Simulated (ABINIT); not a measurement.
# Ge (I4_1/amd) in ABINIT: a series of runs

Aim: see how the results for Ge move with the level of theory and the settings. Levels: LDA, PW91. Tasks: band structure.

Program: ABINIT 10.8.3 (patched build). These are calculated values, not measurements. Logs are shortened: lines on timing, memory, paths and dates and some standing lists are left out, and cuts for length are marked. The log counts tension as positive stress, the text compression.

## 1. The crystal as given

Symmetry: I4_1/amd, No. 141, tetragonal system. Conventional cell: a = 5.149 Å, b = 5.149 Å, c = 2.795 Å, α = 90.00°, β = 90.00°, γ = 90.00°. Around Ge (site symmetry -4m2) lie 6 Ge at 2.67 to 2.79 Å.

This isn't the form of Ge at room conditions, which is diamond.

## 2. Band structure, LDA

Contents of run.abi:

```
# Datasets: ground state, then fixed potential
ndtset 2

# Pseudopotentials
pp_dirpath "./"
pseudos "Ge.LDA_PW-JTH.xml"

# Structure
acell 3*1.0
rprim
    -4.8650804796     4.8650804796     2.6407271787
     4.8650804796    -4.8650804796     2.6407271787
     4.8650804796     4.8650804796    -2.6407271787
ntypat 1
znucl 32
natom 2
typat 1 1
xred
     0.5000000000     0.5000000000     0.0000000000
     0.2500000000     0.7500000000     0.5000000000

# Plane-wave basis
ecut 20.0
pawecutdg 40.0

# Exchange and correlation
ixc 7

# Bands and occupations
occopt 3
tsmear 0.05 eV

# SCF cycle
nstep 100

# Output
iomode 3
prtwf 0
prteig 0
prtebands 0
enunit 1
prtden1 1
prtvha1 1
prtvclmb1 1
prtpot1 1

# Dataset 1
kptopt1 1
ngkpt1 11 11 11
nshiftk1 1
shiftk1 0.0 0.0 0.0
nband1 18
tolvrs1 1.0e-9

# Dataset 2: bands along G-X-M-G-Z-P-N-Z1-M
iscf2 -2
getden2 1
nband2 24
nbdbuf2 4
tolwfr2 1.0e-11
kptopt2 -8
ndivsm2 8
prteig2 1
kptbounds2
     0.0000000000     0.0000000000     0.0000000000
     0.0000000000     0.0000000000     0.5000000000
    -0.5000000000     0.5000000000     0.5000000000
     0.0000000000     0.0000000000     0.0000000000
     0.3236558120     0.3236558120    -0.3236558120
     0.2500000000     0.2500000000     0.2500000000
     0.0000000000     0.5000000000     0.0000000000
    -0.3236558120     0.6763441880     0.3236558120
    -0.5000000000     0.5000000000     0.5000000000
```

Potentials or basis: JTH PAW LDA v2.0.

On the command line:

```
$ abinit run.abi > log 2>&1
```

run.abo:

```text
.Version 10.8.3 of ABINIT
 DATASET    1 : space group I4_1/a m d (#141); Bravais tI (body-center tetrag.)
================================================================================
 Values of the parameters that define the memory need for DATASET  1.
     intxc =       0    ionmov =       0      iscf =      17    lmnmax =      18
     lnmax =       6     mgfft =      30  mpssoang =       3    mqgrid =    3001
     natom =       2  nloc_mem =       2    nspden =       1   nspinor =       1
    nsppol =       1      nsym =      16    n1xccc =       1    ntypat =       1
    occopt =       3   xclevel =       1
       mpw =        1086          nfft =       27000          nkpt =         126
 PAW method is used; the additional fine FFT grid is defined by:
   mgfftf=        45    nfftf =     91125
================================================================================
================================================================================

 DATASET    2 : space group I4_1/a m d (#141); Bravais tI (body-center tetrag.)
================================================================================
 Values of the parameters that define the memory need for DATASET  2.
     intxc =       0    ionmov =       0      iscf =      -2    lmnmax =      18
     lnmax =       6     mgfft =      30  mpssoang =       3    mqgrid =    3001
     natom =       2  nloc_mem =       2    nspden =       1   nspinor =       1
    nsppol =       1      nsym =      16    n1xccc =       1    ntypat =       1
    occopt =       3   xclevel =       1
       mpw =        1093          nfft =       27000          nkpt =          97
 PAW method is used; the additional fine FFT grid is defined by:
   mgfftf=        45    nfftf =     91125
================================================================================
================================================================================

--------------------------------------------------------------------------------
------------- Echo of variables that govern the present computation ------------
--------------------------------------------------------------------------------
 -outvars: echo values of preprocessed input variables --------
            acell      1.0000000000E+00  1.0000000000E+00  1.0000000000E+00 Bohr
              amu      7.26100000E+01
             ecut      2.00000000E+01 Hartree
           enunit           1
           getden1          0
           getden2          1
             iscf1         17
             iscf2         -2
                       outvar_i_n : Printing only first  50 k-points.
              ixc           7
           jdtset        1    2
                       outvar_i_n : Printing only first  50 k-points.
           kptopt1          1
           kptopt2         -8
         kptrlatt       11    0    0      0   11    0      0    0   11
          kptrlen1     5.80959979E+01
          kptrlen2     3.00000000E+01
            natom           2
            nband1         18
            nband2         24
           nbdbuf1          0
           nbdbuf2          4
           ndtset           2
           ndivsm1          0
           ndivsm2          8
            ngfft          30      30      30
          ngfftdg          45      45      45
             nkpt1        126
             nkpt2         97
            nstep         100
             nsym          16
           ntypat           1
                       prtocc : prtvol=0, do not print more k-points.
           occopt           3
        pawecutdg      4.00000000E+01 Hartree
        prtebands           0
           prteig1          0
           prteig2          1
           prtpot1          1
           prtpot2          0
         prtvclmb1          1
         prtvclmb2          0
           prtvha1          1
           prtvha2          0
            prtwf           0
            rprim     -4.8650804796E+00  4.8650804796E+00  2.6407271787E+00
                       4.8650804796E+00 -4.8650804796E+00  2.6407271787E+00
                       4.8650804796E+00  4.8650804796E+00 -2.6407271787E+00
           shiftk1     0.00000000E+00  0.00000000E+00  0.00000000E+00
           shiftk2     5.00000000E-01  5.00000000E-01  5.00000000E-01
          spgroup         141
           tolvrs1     1.00000000E-09
[... 229 lines left out ...]

 Real(R)+Recip(G) space primitive vectors, cartesian coordinates (Bohr,Bohr^-1):
 R(1)= -4.8650805  4.8650805  2.6407272  G(1)=  0.0000000  0.1027732  0.1893418
 R(2)=  4.8650805 -4.8650805  2.6407272  G(2)=  0.1027732  0.0000000  0.1893418
 R(3)=  4.8650805  4.8650805 -2.6407272  G(3)=  0.1027732  0.1027732  0.0000000
 Unit cell volume ucvol=  2.5001357E+02 bohr^3
 Angles (23,13,12)=  9.73769836E+01  9.73769836E+01  1.38005201E+02 degrees

 Coarse grid specifications (used for wave-functions):

 getcut: wavevector=  0.0000  0.0000  0.0000  ngfft=  30  30  30
         ecut(hartree)=     20.000   => boxcut(ratio)=   2.02229

 Fine grid specifications (used for densities):

 getcut: wavevector=  0.0000  0.0000  0.0000  ngfft=  45  45  45
         ecut(hartree)=     40.000   => boxcut(ratio)=   2.09766
--------------------------------------------------------------------------------

================================================================================
 Non-SCF case, kpt    1 (  0.00000  0.00000  0.00000), residuals and eigenvalues=
  6.54E-12  2.74E-12  2.61E-12  3.28E-12  1.91E-12  3.45E-12  4.36E-12  2.31E-12
  2.33E-12  3.57E-12  1.15E-12  2.09E-12  2.27E-12  4.35E-12  6.46E-12  5.30E-12
  6.09E-12  4.63E-12  5.92E-12  3.33E-12  1.32E-10  1.12E-06  5.19E-06  2.76E-04
 -5.7849E-01 -5.7685E-01 -5.7569E-01 -5.7566E-01 -5.7177E-01 -5.7177E-01
 -5.7152E-01 -5.7152E-01 -5.6923E-01 -5.6683E-01 -1.5735E-01  1.7837E-01
  2.4671E-01  2.4671E-01  4.5765E-01  6.0805E-01  6.0805E-01  6.2846E-01
  6.3499E-01  7.5998E-01  7.9587E-01  8.3726E-01  8.7465E-01  8.7557E-01
 Non-SCF case, kpt    2 (  0.00000  0.00000  0.04545), residuals and eigenvalues=
  4.95E-12  3.43E-12  4.02E-12  2.54E-12  5.95E-12  2.74E-12  4.60E-12  5.87E-12
  7.36E-12  2.44E-12  3.17E-12  1.63E-12  2.75E-12  3.48E-12  1.18E-12  4.02E-12
[... 751 lines left out ...]
  4.00E-12  4.13E-12  5.31E-12  6.55E-12  2.46E-12  3.36E-12  3.28E-12  8.82E-13
  3.77E-12  4.81E-12  3.66E-12  8.00E-12  8.65E-12  3.59E-10  5.97E-05  3.05E-05
 -5.7704E-01 -5.7696E-01 -5.7258E-01 -5.7217E-01 -5.7196E-01 -5.7170E-01
 -5.7169E-01 -5.7169E-01 -5.7140E-01 -5.7140E-01  4.1972E-03  5.4692E-03
  1.1729E-01  1.1729E-01  5.1574E-01  5.9751E-01  7.3042E-01  7.3042E-01
  8.6706E-01  9.2688E-01  9.3820E-01  9.3820E-01  9.7689E-01  9.8738E-01
 Non-SCF case, kpt   97 ( -0.50000  0.50000  0.50000), residuals and eigenvalues=
  8.67E-12  1.58E-12  5.37E-12  3.20E-12  4.66E-12  3.56E-12  4.12E-12  4.41E-12
  2.93E-12  4.82E-12  3.72E-12  8.99E-13  9.79E-13  5.38E-12  1.39E-12  2.93E-12
  5.07E-12  6.63E-12  6.55E-12  7.92E-12  3.31E-09  9.57E-08  5.24E-06  3.52E-05
 -5.7707E-01 -5.7707E-01 -5.7240E-01 -5.7240E-01 -5.7184E-01 -5.7183E-01
 -5.7166E-01 -5.7166E-01 -5.7139E-01 -5.7139E-01  4.0345E-03  4.0449E-03
  1.1640E-01  1.1640E-01  5.5790E-01  5.5790E-01  7.3087E-01  7.3087E-01
  8.9743E-01  8.9743E-01  9.4619E-01  9.4619E-01  9.8236E-01  9.8248E-01

--- !ResultsGS
iteration_state: {dtset: 2, }
comment   : Summary of ground state results
lattice_vectors:
- [ -4.8650805,   4.8650805,   2.6407272, ]
- [  4.8650805,  -4.8650805,   2.6407272, ]
- [  4.8650805,   4.8650805,  -2.6407272, ]
lattice_lengths: [   7.36963,    7.36963,    7.36963, ]
lattice_angles: [ 97.377,  97.377, 138.005, ] # degrees, (23, 13, 12)
lattice_volume:   2.5001357E+02
convergence: {deltae:  0.000E+00, res2:  0.000E+00, residm:  9.946E-12, diffor:  0.000E+00, }
etotal    :  -1.91629465E+02
entropy   :   0.00000000E+00
fermie    :   3.32517683E-01
cartesian_stress_tensor: null
pressure_GPa: null
xred      :
- [  5.0000E-01,   5.0000E-01,  -1.3909E-18, Ge]
- [  2.5000E-01,   7.5000E-01,   5.0000E-01, Ge]
cartesian_forces: null
force_length_stats: {min: null, max: null, mean: null, }
...

 Integrated electronic density in atomic spheres:
 ------------------------------------------------
 Atom  Sphere_radius  Integrated_density
    1        2.30477         12.26683312
    2        2.30477         12.27021533

================================================================================

 ----iterations are completed or convergence reached----

 Mean square residual over all n,k,spin=   39.347E-13; max=  99.457E-13
 reduced coordinates (array xred) for    2 atoms
       0.500000000000      0.500000000000     -0.000000000000
       0.250000000000      0.750000000000      0.500000000000

 cartesian coordinates (angstrom) at end:
    1     -0.00000000000000     0.00000000000000     1.39741264223219
    2      2.57448971726679     0.00000000000000     0.69870632111610
 length scales=  1.000000000000  1.000000000000  1.000000000000 bohr
              =  0.529177210544  0.529177210544  0.529177210544 angstroms
 Eigenvalues (   eV  ) for nkpt=  97  k points:
 kpt#   1, nband= 24, wtk=  1.00000, kpt=  0.0000  0.0000  0.0000 (reduced coord)
 -15.74156  -15.69678  -15.66529  -15.66449  -15.55861  -15.55861  -15.55190  -15.55190
 -15.48966  -15.42419   -4.28178    4.85372    6.71319    6.71319   12.45337   16.54596
  16.54596   17.10129   17.27902   20.68009   21.65674   22.78300   23.80031   23.82551
 kpt#   2, nband= 24, wtk=  1.00000, kpt=  0.0000  0.0000  0.0455 (reduced coord)
 -15.73991  -15.69693  -15.66517  -15.66422  -15.55866  -15.55772  -15.55146  -15.55123
 -15.49024  -15.42521   -4.25902    4.61649    6.73833    6.89755   12.57120   16.21454
  16.41625   17.24944   17.25669   20.84796   21.65550   22.62529   23.87751   23.91643
 kpt#   3, nband= 24, wtk=  1.00000, kpt=  0.0000  0.0000  0.0909 (reduced coord)
 -15.73657  -15.69753  -15.66716  -15.66124  -15.56011  -15.55592  -15.55045  -15.55000
 -15.49220  -15.42866   -4.19076    4.07878    6.81367    7.28230   12.91853   15.60117
  16.06305   17.19328   17.36107   21.30365   21.61180   22.32040   24.07013   24.12064
 kpt#   4, nband= 24, wtk=  1.00000, kpt=  0.0000  0.0000  0.1364 (reduced coord)
 -15.73105  -15.69835  -15.67009  -15.65610  -15.56237  -15.55329  -15.54913  -15.54782
 -15.49536  -15.43410   -4.07700    3.42897    6.93898    7.69668   13.47815   14.90451
  15.56170   17.09840   17.34583   21.49409   21.95533   22.00376   24.38828   24.59291
 kpt#   5, nband= 24, wtk=  1.00000, kpt=  0.0000  0.0000  0.1818 (reduced coord)
[... 357 lines left out ...]
 -15.55208  -15.54962    0.24890    0.35847    3.38419    3.38419   11.72451   17.61851
  19.72174   19.72174   22.73983   24.22323   24.22323   25.91559   26.18715   27.15997
 kpt#  95, nband= 24, wtk=  1.00000, kpt= -0.4647  0.5353  0.4647 (reduced coord)
 -15.69883  -15.69489  -15.58359  -15.56723  -15.56233  -15.55947  -15.55947  -15.55329
 -15.54975  -15.54975    0.16088    0.23151    3.26399    3.26399   12.87256   17.14595
  19.82946   19.82946   22.94717   24.94235   24.94235   25.81741   26.33985   26.99307
 kpt#  96, nband= 24, wtk=  1.00000, kpt= -0.4824  0.5176  0.4824 (reduced coord)
 -15.70209  -15.70001  -15.58067  -15.56962  -15.56383  -15.55687  -15.55644  -15.55644
 -15.54846  -15.54846    0.11421    0.14882    3.19163    3.19163   14.03409   16.25906
  19.87565   19.87565   23.59392   25.22158   25.52969   25.52969   26.58266   26.86786
 kpt#  97, nband= 24, wtk=  1.00000, kpt= -0.5000  0.5000  0.5000 (reduced coord)
 -15.70280  -15.70277  -15.57590  -15.57587  -15.56047  -15.56041  -15.55555  -15.55555
 -15.54827  -15.54827    0.10978    0.11007    3.16747    3.16747   15.18124   15.18137
  19.88812   19.88812   24.42036   24.42041   25.74718   25.74719   26.73131   26.73468

== END DATASET(S) ==============================================================
================================================================================

 -outvars: echo values of variables after computation  --------
            acell      1.0000000000E+00  1.0000000000E+00  1.0000000000E+00 Bohr
           etotal1    -1.9162946464E+02
            fcart1    -1.9837094248E-49  3.2429511024E-31  5.9745733038E-31
                       1.9837094248E-49 -3.2429511024E-31 -5.9745733038E-31
            rprim     -4.8650804796E+00  4.8650804796E+00  2.6407271787E+00
                       4.8650804796E+00 -4.8650804796E+00  2.6407271787E+00
                       4.8650804796E+00  4.8650804796E+00 -2.6407271787E+00
           strten1     1.0591165997E-04  1.0591165997E-04  1.1541240367E-04
                       0.0000000000E+00  0.0000000000E+00  0.0000000000E+00
           xangst     -9.5669804422E-17  8.8508198104E-17  1.3974126422E+00
                       2.5744897173E+00  0.0000000000E+00  6.9870632112E-01
             xred      5.0000000000E-01  5.0000000000E-01 -1.3908787962E-18
                       2.5000000000E-01  7.5000000000E-01  5.0000000000E-01
 Calculation completed.
```

It took 2.5 min on 1 thread of Arm Neoverse V1, shared host; peak memory 0.17 GiB.

What came out:

* Free energy: -5214.5034 eV
* Band gap on the k mesh: none (metal or under the smearing width)
* Valence electrons inside the program's atomic spheres: Ge 12.27 (radii [1.2196] Å)

Levels at the corners of the path, in eV from the Fermi level:
| point | band 10 | band 11 | band 12 | band 13 | band 14 | band 15 | band 16 | band 17 | band 18 | band 19 |
| --- | --- | --- | --- | --- | --- | --- | --- | --- | --- | --- |
| Γ | -24.47 | -13.33 | -4.19 | -2.34 | -2.34 | 3.41 | 7.50 | 7.50 | 8.05 | 8.23 |
| X | -24.56 | -10.60 | -10.60 | 0.62 | 0.62 | 1.88 | 1.88 | 7.45 | 7.45 | 11.49 |
| M | -24.60 | -8.94 | -8.94 | -5.88 | -5.88 | 6.13 | 6.13 | 10.84 | 10.84 | 15.37 |
| Γ | -24.47 | -13.33 | -4.19 | -2.34 | -2.34 | 3.41 | 7.50 | 7.50 | 8.05 | 8.23 |
| Z | -24.53 | -7.51 | -6.53 | -3.78 | -3.57 | -3.57 | 3.68 | 6.65 | 6.65 | 10.96 |
| P | -24.54 | -6.95 | -6.95 | -4.31 | -4.31 | 4.21 | 4.21 | 4.80 | 4.80 | 8.23 |
| N | -24.51 | -8.11 | -6.41 | -2.70 | -2.01 | -1.34 | 2.57 | 3.51 | 5.47 | 8.84 |
| Z1 | -24.53 | -7.51 | -6.53 | -3.78 | -3.57 | -3.57 | 3.68 | 6.65 | 6.65 | 10.96 |
| M | -24.60 | -8.94 | -8.94 | -5.88 | -5.88 | 6.13 | 6.13 | 10.84 | 10.84 | 15.37 |

Caveat: the cutoff is too short for stress, so the log's stress isn't used.

(Continued in part 2 of 2.)
